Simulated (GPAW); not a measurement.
A run of GPAW 26.7.0 is set up as follows.

Contents of run.py:

```python
import numpy as np
from ase.dft.bandgap import bandgap
from ase.io import read, write
from ase.units import GPa
from gpaw import GPAW, PW
from gpaw.spinorbit import soc_eigenstates

atoms = read('CdSe.cif')

calc = GPAW(mode=PW(600),
            xc='LDA',
            kpts={'size': (5, 5, 3), 'gamma': True},
            occupations={'name': 'fermi-dirac', 'width': 0.05},
            nbands=31,
            convergence={'density': 1e-05, 'energy': 1e-05},
            maxiter=150,
            txt='gpaw.txt')
atoms.calc = calc
energy = atoms.get_potential_energy()
forces = atoms.get_forces()
stress = atoms.get_stress()
calc.write('gs.gpw')
write('result.traj', atoms)
print(f'Energy: {energy:.6f} eV')
print('Forces (eV/A):')
print(forces.round(4))
print('Stress (GPa):', (stress / GPa).round(3))
print('Fermi level:', round(calc.get_fermi_level(), 4), 'eV')
print(f'Gap: {bandgap(calc)[0]:.4f} eV, direct: {bandgap(calc, direct=True)[0]:.4f} eV')

path = atoms.cell.bandpath('GMKGALHA,LM,KH', npoints=60, eps=1e-4)
bs_calc = calc.fixed_density(kpts=path, symmetry='off', nbands=52,
                             convergence={'bands': 'CBM+6.0', 'eigenstates': 1e-6}, txt='bands.txt')
bs = bs_calc.band_structure()
bs.write('bs.json')
print(f'Gap on the path: {bandgap(bs_calc)[0]:.4f} eV')

soc = soc_eigenstates(bs_calc, theta=54.7, phi=45)
np.savetxt('soc_bands.dat', soc.eigenvalues(), fmt='%.4f')
mesh = soc_eigenstates('gs.gpw', theta=54.7, phi=45)
np.savetxt('soc_mesh.dat', mesh.eigenvalues(), fmt='%.4f')
print('Fermi level with spin-orbit coupling:', round(mesh.fermi_level, 4), 'eV')
```

The input CdSe.cif:

```cif
data_CdSe
_cell_length_a 4.30000000
_cell_length_b 4.30000000
_cell_length_c 7.02000000
_cell_angle_alpha 90.00000000
_cell_angle_beta 90.00000000
_cell_angle_gamma 120.00000000
_space_group_name_H-M_alt 'P6_3mc'
_space_group_name_Hall 'P 6c -2c'
_space_group_IT_number 186
loop_
_space_group_symop_operation_xyz
'x,y,z'
'x-y,x,z+1/2'
'-y,x-y,z'
'-x,-y,z+1/2'
'-x+y,-x,z'
'y,-x+y,z+1/2'
'y,x,z+1/2'
'x,x-y,z'
'x-y,-y,z+1/2'
'-y,-x,z'
'-x,-x+y,z+1/2'
'-x+y,y,z'
loop_
_atom_site_label
_atom_site_type_symbol
_atom_site_symmetry_multiplicity
_atom_site_Wyckoff_symbol
_atom_site_fract_x
_atom_site_fract_y
_atom_site_fract_z
_atom_site_occupancy
Cd1 Cd 2 b 0.6666666667 0.3333333333 0.5000000000 1
Se1 Se 2 b 0.6666666667 0.3333333333 0.8850000000 1
```

Potentials or basis: the program's PAW data sets (release 1.2.1) made for this functional, pw.

Launch:

```sh
$ OMP_NUM_THREADS=1 python run.py
```

(1) What does it give for the pressure?

(2) What does it give for the band gap along the path?

(3) Estimate the largest force.

(4) Estimate the band gap on the k mesh.

## Answers

(1) -2.0 GPa.

(2) 0.29 eV, direct.

(3) 0.256 eV/Å.

(4) 0.29 eV, direct.

Caveat: spin-orbit coupling was added after a scalar SCF, so levels and gaps hold it while energy, forces, pressure and moments don't; this program's spin-orbit splittings come out too wide for heavy elements.

**The experiment to reproduce.**

A printed reference work, data compilation reports, for a bulk crystal of CdSe at 2 K: band gap 1.841 eV.

Measured gap of CdSe: 1.841 eV (2 K; a printed reference work, data compilation). This calculation gives 0.29 eV (-1.55 eV). So large a miss can be the level of theory's own, or it may mean another phase, state or a wrong row. The value is that of LDA, without temperature or zero-point motion. Semilocal functionals fall short of measured gaps as a rule.
